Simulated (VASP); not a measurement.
A run of VASP 6.6.1 is set up as follows.

Contents of INCAR:

```
  ALGO = Normal
  EDIFF = 1E-6
  ENCUT = 900
  GGA = PS
  ISIF = 2
  ISMEAR = 0
  LASPH = T
  LCHARG = F
  LREAL = F
  LWAVE = F
  NELM = 80
  PREC = Accurate
  SIGMA = 0.1
```

KPOINTS

```
k-points
0
Gamma
  18 18 18
```

File POSCAR:

```
TiN
1.0
    0.0000000000      2.1029700000      2.1029700000
    2.1029700000      0.0000000000      2.1029700000
    2.1029700000      2.1029700000      0.0000000000
Ti N
1 1
Direct
    0.0000000000      0.0000000000      0.0000000000
    0.5000000000      0.5000000000      0.5000000000
```

Potentials or basis: VASP PAW PBE potentials, release 64 (Ti_sv, N_h).

Launch:

```sh
$ cat potpaw_PBE.64/Ti_sv/POTCAR potpaw_PBE.64/N_h/POTCAR > POTCAR
$ mpirun -np 1 vasp_std > vasp.out
```

(1) What does it give for the band gap on the k mesh?

(2) Estimate the pressure.

Answers

(1) none (metal or under the smearing width).

(2) -0.2 GPa.

Caveat: the cutoff is under 1.25 times the usual one of these potentials, so pressure, stress and relaxed cells hold a basis-set (Pulay) error; the PAW data sets were made with another functional, which shifts forces and pressure a little.
